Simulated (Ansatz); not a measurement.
A run of Ansatz 0.2.0:

File input.yaml:

```yaml
crystal:
  lattice:
    - [0.0, 2.256, 2.256]
    - [2.256, 0.0, 2.256]
    - [2.256, 2.256, 0.0]
  atoms:
    - { symbol: Hf, position: [0.0, 0.0, 0.0] }
    - { symbol: "N", position: [0.5, 0.5, 0.5] }
hamiltonian:
  xc: r2scan
  pseudopotentials: { kind: paw }
kpoints:
  mp_grid: { grid: [10, 10, 10] }
  band_path:
    path:
      - [[0.0, 0.0, 0.0], [0.5, 0.0, 0.5], [0.5, 0.25, 0.75], [0.375, 0.375, 0.75], [0.0, 0.0, 0.0], [0.5, 0.5, 0.5], [0.625, 0.25, 0.625], [0.5, 0.25, 0.75], [0.5, 0.5, 0.5], [0.375, 0.375, 0.75]]
      - [[0.625, 0.25, 0.625], [0.5, 0.0, 0.5]]
    npoints: 14
scf:
  occupations: { method: fermi_dirac, width: 0.05 }
  n_extra_bands: 6
output:
  forces: true
  stress: true
  eigenvalues: true
  fatbands: true
```

Potentials or basis: Ansatz PAW.

The run is started by

```console
$ ansatz run input.yaml --threads 2 --pin off --max-ram 5632MiB --backend cpu --events-out ev --progress --plain --runs-dir out
```

Hardware: 2 threads of Arm Neoverse V1 (shared host).

Question: How long does it take, and how much memory?

Answer: It took 4 s on 2 threads of Arm Neoverse V1 (shared host), peak memory 0.36 GiB. Counts: scf iterations 8, plane waves 561, k points 47, bands 22.
